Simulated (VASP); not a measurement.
Sn, 1 atom in the cell. It takes space group Im-3m (No. 229, cubic). Conventional cell: a = 3.789 Å, b = 3.789 Å, c = 3.789 Å, α = 90.00°, β = 90.00°, γ = 90.00°. Around Sn (site symmetry m-3m) lie 8 Sn at 3.28 Å. This isn't the form of Sn at room conditions, which is tetragonal (white tin).

| Quantity | Value |
| --- | --- |
| Program | VASP 6.6.1 |
| Task | relaxation of cell and atoms |
| Functional | RPBE |
| Potentials or basis | VASP PAW PBE potentials, release 64 (Sn_d) |
| Cutoff | 600 eV |
| k mesh | 10 × 10 × 10 |
| Occupations | fermi-dirac, width 0.05 eV |
| Spin | no spin polarisation |
| Further INCAR settings | ALGO = Normal; EDIFF = 1e-07; IBRION = 2; EDIFFG = -0.01; NSW = 60; ISIF = 3 |

Potentials or basis: VASP PAW PBE potentials, release 64 (Sn_d).

The run is started by

```sh
$ cat potpaw_PBE.64/Sn_d/POTCAR > POTCAR
$ mpirun -np 1 vasp_std > vasp.out
```

Hardware: 1 thread of Intel(R) Xeon(R) 6975P-C (Granite Rapids), on a shared host.

Estimate the wall time of this run.

Wall time 20 s on 1 thread of Intel(R) Xeon(R) 6975P-C (Granite Rapids), with other jobs on the host, peak memory 0.17 GiB. Counts: scf iterations 29, k points 47, ion steps 3.
